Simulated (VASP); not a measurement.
# CrO2 (Fm-3m) in VASP: notebook

The runs below take CrO2 through single point, with PBEsol+U.

Everything below comes from runs of VASP 6.6.1. Logs are shortened: lines on timing, memory, paths and dates and some standing lists are left out, and cuts for length are marked.

### 1 The crystal as given

The structure is cubic, space group Fm-3m (No. 225). The conventional cell has a = 4.674 Å, b = 4.674 Å, c = 4.674 Å, α = 90.00°, β = 90.00°, γ = 90.00°. Cr (site symmetry m-3m) has 8 O at 2.02 Å as nearest neighbours. O (site symmetry -43m) is surrounded by 4 Cr at 2.02 Å.

Measurements of this composition are mostly on another form, of space group No. 136.

### 2 Single point, PBEsol+U, collinear spin, random start

Contents of INCAR:

```
SYSTEM = CrO2
PREC = Accurate
ENCUT = 520
EDIFF = 1E-7
ISMEAR = 0
SIGMA = 0.05
LREAL = .False.
LASPH = .True.
NELM = 100
ALGO = Fast
ISIF = 2
LWAVE = .False.
LCHARG = .False.
ISPIN = 2
MAGMOM = -2.63 0 0
LORBIT = 11
LMAXMIX = 4
LDAU = .True.
LDAUTYPE = 2
LDAUL = 2 -1
LDAUU = 8 0
LDAUJ = 0 0
LDAUPRINT = 1
GGA = PS
NBANDS = 23
```

Contents of KPOINTS:

```
Automatic mesh
0
Gamma
  7 7 7
  0 0 0
```

Contents of POSCAR:

```
CrO2
1.0
    0.0000000000      2.3368421000      2.3368421000
    2.3368421000      0.0000000000      2.3368421000
    2.3368421000      2.3368421000      0.0000000000
Cr O
1 2
Direct
    0.0000000000      0.0000000000      0.0000000000
    0.2500000000      0.2500000000      0.2500000000
    0.7500000000      0.7500000000      0.7500000000
```

Potentials or basis: VASP PAW PBE potentials, release 64 (Cr_pv, O).

Run with:

```sh
$ cat potpaw_PBE.64/Cr_pv/POTCAR potpaw_PBE.64/O/POTCAR > POTCAR
$ mpirun -np 1 vasp_std > vasp.out
```

OUTCAR:

```text
SYSTEM = CrO2
   PREC = Accurate
   ENCUT = 520
   EDIFF = 1E-7
   ISMEAR = 0
   LREAL = .False.
   LASPH = .True.
   NELM = 100
   ISIF = 2
   ISPIN = 2
   LORBIT = 11
   GGA = PS

 ion  position               nearest neighbor table
   1  0.000  0.000  0.000-   3 2.02   3 2.02   3 2.02   2 2.02   3 2.02   2 2.02   2 2.02   2 2.02

   2  0.250  0.250  0.250-   1 2.02   1 2.02   1 2.02   1 2.02
   3  0.750  0.750  0.750-   1 2.02   1 2.02   1 2.02   1 2.02

  LATTYP: Found a face centered cubic cell.
 ALAT       =     4.6736842000

  Lattice vectors:

 A1 = (   0.0000000000,   2.3368421000,   2.3368421000)
 A2 = (   2.3368421000,   0.0000000000,   2.3368421000)
 A3 = (   2.3368421000,   2.3368421000,   0.0000000000)

Analysis of symmetry for initial positions (statically):
=====================================================================
 Subroutine PRICEL returns:
 Original cell was already a primitive cell.

 Routine SETGRP: Setting up the symmetry group for a
 face centered cubic supercell.

 Subroutine GETGRP returns: Found 48 space group operations
 (whereof 48 operations were pure point group operations)
 out of a pool of 48 trial point group operations.

The static configuration has the point symmetry O_h .

Analysis of symmetry for dynamics (positions and initial velocities):
=====================================================================
 Subroutine PRICEL returns:
 Original cell was already a primitive cell.

 Routine SETGRP: Setting up the symmetry group for a
 face centered cubic supercell.

 Subroutine GETGRP returns: Found 48 space group operations
 (whereof 48 operations were pure point group operations)
 out of a pool of 48 trial point group operations.

The dynamic configuration has the point symmetry O_h .

Analysis of structural, dynamic, and magnetic symmetry:
=====================================================================
 Subroutine PRICEL returns:
 Original cell was already a primitive cell.

 Routine SETGRP: Setting up the symmetry group for a
 face centered cubic supercell.

 Subroutine GETGRP returns: Found 48 space group operations
 (whereof 48 operations were pure point group operations)
 out of a pool of 48 trial point group operations.

The overall configuration has the point symmetry O_h .

 Subroutine INISYM returns: Found 48 space group operations
 (whereof 48 operations are pure point group operations),
 and found     1 'primitive' translations

----------------------------------------------------------------------------------------

                                     Primitive cell

  volume of cell :      25.5222

  direct lattice vectors                    reciprocal lattice vectors
     0.000000000  2.336842100  2.336842100    -0.213963964  0.213963964  0.213963964
     2.336842100  0.000000000  2.336842100     0.213963964 -0.213963964  0.213963964
     2.336842100  2.336842100  0.000000000     0.213963964  0.213963964 -0.213963964

  length of vectors
     3.304793791  3.304793791  3.304793791     0.370596457  0.370596457  0.370596457

  position of ions in fractional coordinates (direct lattice)
     0.000000000  0.000000000  0.000000000
     0.250000000  0.250000000  0.250000000
     0.750000000  0.750000000  0.750000000

  ion indices of the primitive-cell ions
   primitive index   ion index
                 1           1
                 2           2
                 3           3

----------------------------------------------------------------------------------------

 KPOINTS: Automatic mesh

[... 76 lines left out ...]
   EFERMI =   0.00;   METHOD = LEGACY
   ISMEAR =     0;   SIGMA  =   0.05  broadening in eV -4-tet -1-fermi 0-gaus
   EFERMI_NEDOS =   21; number of points for ismear=-14 and -15
   IALGO  =     68    algorithm
   IMIX   =      4    mixing-type and parameters
     AMIX     =   0.40;   BMIX     =  1.00
     AMIX_MAG =   1.60;   BMIX_MAG =  1.00
  volume/ion in A,a.u.               =       8.51        57.41
  Fermi-wavevector in a.u.,A,eV,Ry     =   1.603882  3.030898 35.000158  2.572439
  Thomas-Fermi vector in A             =   2.700475
   LORBIT       =     11    0 simple, 1 ext, 2 COOP (PROOUT), +10 PAW based schemes
 LDA+U is selected, type is set to LDAUTYPE =  2
   angular momentum for each species LDAUL =     2   -1
   U (eV)           for each species LDAUU =   8.0  0.0
   J (eV)           for each species LDAUJ =   0.0  0.0
   GGA     = PS    functional components
   LHFCALC =     F    Hartree Fock is set to
   AEXX    =    0.0000 exact exchange contribution
   IVDW    =     0    specifies the selected vdW correction
   LEPSILON=     F    determine dielectric tensor
   LRPA    =     F    only Hartree local field effects (RPA)
 spin polarized calculation
 RMM-DIIS sequential band-by-band and
 Gauss-broadening in eV      SIGMA  =   0.05
  energy-cutoff  :      520.00
  volume of cell :       25.52
 maximum number of plane-waves:       701
 NGX is ok and might be reduce to    28
   NGX = 13   NGY = 13   NGZ = 13

atom =   1  type =  1  l = 2

 onsite density matrix

spin component  1

  0.1791 -0.0000  0.0000  0.0000 -0.0000
 -0.0000  0.1791 -0.0000 -0.0000  0.0000
  0.0000 -0.0000  0.0329 -0.0000 -0.0000
  0.0000 -0.0000 -0.0000  0.1791 -0.0000
 -0.0000  0.0000 -0.0000 -0.0000  0.0329

spin component  2

  0.4540  0.0000  0.0000 -0.0000  0.0000
  0.0000  0.4540  0.0000  0.0000 -0.0000
  0.0000  0.0000  0.9658  0.0000 -0.0000
 -0.0000  0.0000  0.0000  0.4540  0.0000
  0.0000 -0.0000 -0.0000  0.0000  0.9658

 occupancies and eigenvectors

  o =  0.0329  v =  0.0000  0.0000 -1.0000 -0.0000 -0.0080  0.0000  0.0000  0.0000  0.0000  0.0000      0.0000  0.0000  0.0000  0.0000  0.0000  0.0000  0.0000  0.0000  0.0000  0.0000
  o =  0.0329  v =  0.0000 -0.0000 -0.0080  0.0000  1.0000  0.0000  0.0000  0.0000  0.0000  0.0000      0.0000  0.0000  0.0000  0.0000  0.0000  0.0000  0.0000  0.0000  0.0000  0.0000
  o =  0.1791  v =  0.0034 -0.9223 -0.0000 -0.3863  0.0000  0.0000  0.0000  0.0000  0.0000  0.0000      0.0000  0.0000  0.0000  0.0000  0.0000  0.0000  0.0000  0.0000  0.0000  0.0000
  o =  0.1791  v =  0.0142  0.3864 -0.0000 -0.9222  0.0000  0.0000  0.0000  0.0000  0.0000  0.0000      0.0000  0.0000  0.0000  0.0000  0.0000  0.0000  0.0000  0.0000  0.0000  0.0000
  o =  0.1791  v = -0.9999  0.0024 -0.0000 -0.0144 -0.0000  0.0000  0.0000  0.0000  0.0000  0.0000      0.0000  0.0000  0.0000  0.0000  0.0000  0.0000  0.0000  0.0000  0.0000  0.0000
  o =  0.4540  v =  0.0000  0.0000  0.0000  0.0000  0.0000  1.0000  0.0000  0.0000  0.0000  0.0000      0.0000  0.0000  0.0000  0.0000  0.0000  0.0000  0.0000  0.0000  0.0000  0.0000
  o =  0.4540  v =  0.0000  0.0000  0.0000  0.0000  0.0000  0.0000 -0.6470 -0.0000 -0.7625 -0.0000      0.0000  0.0000  0.0000  0.0000  0.0000  0.0000  0.0000  0.0000  0.0000  0.0000
  o =  0.4540  v =  0.0000  0.0000  0.0000  0.0000  0.0000  0.0000  0.7625  0.0000 -0.6470  0.0000      0.0000  0.0000  0.0000  0.0000  0.0000  0.0000  0.0000  0.0000  0.0000  0.0000
  o =  0.9658  v =  0.0000  0.0000  0.0000  0.0000  0.0000  0.0000 -0.0000  0.0040  0.0000  1.0000      0.0000  0.0000  0.0000  0.0000  0.0000  0.0000  0.0000  0.0000  0.0000  0.0000
  o =  0.9658  v =  0.0000  0.0000  0.0000  0.0000  0.0000  0.0000 -0.0000  1.0000  0.0000 -0.0040      0.0000  0.0000  0.0000  0.0000  0.0000  0.0000  0.0000  0.0000  0.0000  0.0000

 number of electron      23.9999997 magnetization      -2.0000117

 Free energy of the ion-electron system (eV)
  ---------------------------------------------------
  ext. energy  EPLUGINS =         0.00000000
  ---------------------------------------------------
  free energy    TOTEN  =       -19.91891241 eV

  energy without entropy =      -19.91804272  energy(sigma->0) =      -19.91847756

 E-fermi :   7.6153     XC(G=0): -12.9279

 val. band max:        7.5937417007   @ k =  -0.4286   0.4286   0.0000
 cond. band min:       7.6398177662   @ k =  -0.4286   0.4286   0.0000
 fundamental gap:      0.0460760655
 Fermi energy:         7.6152958678

 spin component 1

 k-point     1 :       0.0000    0.0000    0.0000
  band No.  band energies     occupation
      1     -35.1624      1.00000
      2     -35.1624      1.00000
      3     -35.1623      1.00000
      4     -13.4129      1.00000
      5      -8.8081      1.00000
      6       1.4575      1.00000
[... 509 lines left out ...]
     22      28.8144      0.00000
     23      30.3140      0.00000
 Fermi energy:         7.6152958678

 spin component 2

 k-point     1 :       0.0000    0.0000    0.0000
  band No.  band energies     occupation
      1     -37.9657      1.00000
      2     -37.9657      1.00000
      3     -37.9657      1.00000
      4     -13.0070      1.00000
      5      -8.1111      1.00000
      6       0.6310      1.00000
[... 509 lines left out ...]
     22      27.2224      0.00000
     23      27.8699      0.00000

------------------------ aborting loop because EDIFF is reached ----------------------------------------

  FORCE on cell =-STRESS in cart. coord.  units (eV):
  Direction    XX          YY          ZZ          XY          YZ          ZX
  --------------------------------------------------------------------------------------
  -------------------------------------------------------------------------------------
  Total        2.5237758      2.5237758      2.5237758      0.0000000      0.0000000     -0.0000000
  in kB      158.4321269    158.4321269    158.4321269      0.0000000      0.0000000     -0.0000000
  external PRESSURE =     158.4321269 kB  Pullay stress =       0.0000000 kB

 VOLUME and BASIS-vectors are now :
 -----------------------------------------------------------------------------
  energy-cutoff  :      520.00
  volume of cell :       25.52
      direct lattice vectors                 reciprocal lattice vectors
     0.000000000  2.336842100  2.336842100    -0.213963964  0.213963964  0.213963964
     2.336842100  0.000000000  2.336842100     0.213963964 -0.213963964  0.213963964
     2.336842100  2.336842100  0.000000000     0.213963964  0.213963964 -0.213963964

 POSITION                                       TOTAL-FORCE (eV/Angst)
 -----------------------------------------------------------------------------------
      0.00000      0.00000      0.00000         0.000000      0.000000      0.000000
      1.16842      1.16842      1.16842         0.000000      0.000000      0.000000
      3.50526      3.50526      3.50526        -0.000000     -0.000000     -0.000000
 -----------------------------------------------------------------------------------
    total drift:                               -0.000000     -0.000000      0.000000

  FREE ENERGIE OF THE ION-ELECTRON SYSTEM (eV)
  ---------------------------------------------------
  free  energy   TOTEN  =       -19.9189124119 eV

  energy  without entropy=      -19.9180427156  energy(sigma->0) =      -19.91847756

 total charge

# of ion       s       p       d       tot
------------------------------------------
    1        0.324   6.400   3.865  10.590
    2        1.580   3.458   0.000   5.037
    3        1.580   3.458   0.000   5.037
--------------------------------------------------
tot          3.483  13.315   3.865  20.664

 magnetization (x)

# of ion       s       p       d       tot
------------------------------------------
    1       -0.030  -0.043  -2.684  -2.758
    2        0.009   0.346   0.000   0.355
    3        0.009   0.346   0.000   0.355
--------------------------------------------------
tot         -0.011   0.649  -2.684  -2.047
```

Wall time 36 s (1 thread of Intel Xeon Platinum 8488C (Sapphire Rapids), shared host); peak memory 0.17 GiB.

Results:

| Property | Result |
| --- | --- |
| Free energy | -19.9189 eV |
| Pressure | 15.8 GPa |
| Band gap on the k mesh | 0.05 eV, direct |
| Net moment | -2.00 μB per cell |
| Site moments | Cr -2.76; O +0.35 μB |
| Valence electrons inside the program's atomic spheres | Cr 10.59; O 5.04 |

Eigenvalues of the final occupation matrices:
| site | spin | trace | eigenvalues |
| --- | --- | --- | --- |
| site 1 d | 1 | 0.60 | 0.03 0.03 0.18 0.18 0.18 |
| site 1 d | 2 | 3.29 | 0.45 0.45 0.45 0.97 0.97 |

Caveat: the PAW data sets were made with another functional, which shifts forces and pressure a little; an odd mesh through Γ misses points on the zone boundary, where band edges often lie; a cell with one magnetic atom can't hold antiferromagnetic order, which such compounds often take. The state reached can hang on the start; a lower one may exist.

### 3 Single point, PBEsol+U, collinear spin, ferromagnetic start

Contents of INCAR:

```
SYSTEM = CrO2
  ALGO = Normal
  EDIFF = 1E-6
  ENCUT = 520
  GGA = PS
  ISIF = 2
  ISMEAR = 0
  ISPIN = 2
  LASPH = .TRUE.
  LCHARG = .FALSE.
  LDAU = .TRUE.
  LDAUJ = 0 0
  LDAUL = 2 -1
  LDAUPRINT = 1
  LDAUTYPE = 2
  LDAUU = 8 0
  LMAXMIX = 4
  LORBIT = 11
  LREAL = .FALSE.
  LWAVE = .FALSE.
  MAGMOM = 3 0 0
  NBANDS = 23
  NELM = 120
  NUPDOWN = 1
  PREC = Accurate
  SIGMA = 0.05
```

Contents of KPOINTS:

```
k-points
0
G
  7 7 7
  0 0 0
```

POSCAR is that of step 2.

Potentials or basis: VASP PAW PBE potentials, release 64 (Cr_pv, O).

Run with:

```sh
$ cat potpaw_PBE.64/Cr_pv/POTCAR potpaw_PBE.64/O/POTCAR > POTCAR
$ mpirun -np 1 vasp_std > vasp.out
```

OUTCAR:

```text
SYSTEM = CrO2
   EDIFF = 1E-6
   ENCUT = 520
   GGA = PS
   ISIF = 2
   ISMEAR = 0
   ISPIN = 2
   LASPH = .TRUE.
   LORBIT = 11
   LREAL = .FALSE.
   NELM = 120
   NUPDOWN = 1
   PREC = Accurate

 ion  position               nearest neighbor table
   1  0.000  0.000  0.000-   3 2.02   3 2.02   3 2.02   2 2.02   3 2.02   2 2.02   2 2.02   2 2.02

   2  0.250  0.250  0.250-   1 2.02   1 2.02   1 2.02   1 2.02
   3  0.750  0.750  0.750-   1 2.02   1 2.02   1 2.02   1 2.02

  LATTYP: Found a face centered cubic cell.
 ALAT       =     4.6736842000

  Lattice vectors:

 A1 = (   0.0000000000,   2.3368421000,   2.3368421000)
 A2 = (   2.3368421000,   0.0000000000,   2.3368421000)
 A3 = (   2.3368421000,   2.3368421000,   0.0000000000)

Analysis of symmetry for initial positions (statically):
=====================================================================
 Subroutine PRICEL returns:
 Original cell was already a primitive cell.
[... 1269 lines left out ...]
     22      28.6620      0.00000
     23      29.8722      0.00000

------------------------ aborting loop because EDIFF is reached ----------------------------------------

  FORCE on cell =-STRESS in cart. coord.  units (eV):
  Direction    XX          YY          ZZ          XY          YZ          ZX
  --------------------------------------------------------------------------------------
  -------------------------------------------------------------------------------------
  Total        3.4928174      3.4928174      3.4928174     -0.0000000      0.0000000     -0.0000000
  in kB      219.2645189    219.2645189    219.2645189     -0.0000000      0.0000000     -0.0000000
  external PRESSURE =     219.2645189 kB  Pullay stress =       0.0000000 kB

 VOLUME and BASIS-vectors are now :
 -----------------------------------------------------------------------------
  energy-cutoff  :      520.00
  volume of cell :       25.52
      direct lattice vectors                 reciprocal lattice vectors
     0.000000000  2.336842100  2.336842100    -0.213963964  0.213963964  0.213963964
     2.336842100  0.000000000  2.336842100     0.213963964 -0.213963964  0.213963964
     2.336842100  2.336842100  0.000000000     0.213963964  0.213963964 -0.213963964

 POSITION                                       TOTAL-FORCE (eV/Angst)
 -----------------------------------------------------------------------------------
      0.00000      0.00000      0.00000        -0.000000     -0.000000     -0.000000
      1.16842      1.16842      1.16842        -0.000000     -0.000000     -0.000000
      3.50526      3.50526      3.50526         0.000000      0.000000      0.000000
 -----------------------------------------------------------------------------------
    total drift:                               -0.000000     -0.000000      0.000000

  FREE ENERGIE OF THE ION-ELECTRON SYSTEM (eV)
  ---------------------------------------------------
  free  energy   TOTEN  =       -18.0387566672 eV

  energy  without entropy=      -18.0341953784  energy(sigma->0) =      -18.03647602

 total charge

# of ion       s       p       d       tot
------------------------------------------
    1        0.315   6.387   3.928  10.630
    2        1.590   3.430   0.000   5.020
    3        1.590   3.430   0.000   5.020
--------------------------------------------------
tot          3.496  13.247   3.928  20.671

 magnetization (x)

# of ion       s       p       d       tot
------------------------------------------
    1        0.019   0.016   1.343   1.377
    2       -0.013  -0.168   0.000  -0.182
    3       -0.013  -0.168   0.000  -0.182
--------------------------------------------------
tot         -0.008  -0.321   1.343   1.014
```

stdout:

```text
POSCAR found type information on POSCAR CrO
 POSCAR found :  2 types and       3 ions
 scaLAPACK will be used
 -----------------------------------------------------------------------------
|                                                                             |
|                                                                             |
|     You enforced a specific xc type in the INCAR file but a different       |
|     I HOPE YOU KNOW WHAT YOU ARE DOING!                                     |
|                                                                             |
 -----------------------------------------------------------------------------

 LDA part: xc-table for (Slater+PW92), standard interpolation
 POSCAR, INCAR and KPOINTS ok, starting setup
 FFT: planning ... GRIDC
 FFT: planning ... GRID_SOFT
 FFT: planning ... GRID
 WAVECAR not read
 entering main loop
```

Wall time 29 s (1 thread of Intel Xeon Platinum 8488C (Sapphire Rapids), shared host); peak memory 0.17 GiB.

What came out:

- Free energy: -18.0388 eV
- Pressure: 21.9 GPa
- Net moment: 1.00 μB per cell
- Site moments: Cr +1.38; O -0.18 μB
- Valence electrons inside the program's atomic spheres: Cr 10.63; O 5.02

Eigenvalues of the final occupation matrices:
| site | spin | trace | eigenvalues |
| --- | --- | --- | --- |
| site 1 d | 1 | 2.65 | 0.24 0.24 0.24 0.97 0.97 |
| site 1 d | 2 | 1.31 | 0.04 0.04 0.41 0.41 0.41 |

Caveat: the moment is held away from its start; the PAW data sets were made with another functional, which shifts forces and pressure a little; the total moment is fixed, so each spin has its own Fermi level; a cell with one magnetic atom can't hold antiferromagnetic order, which such compounds often take.
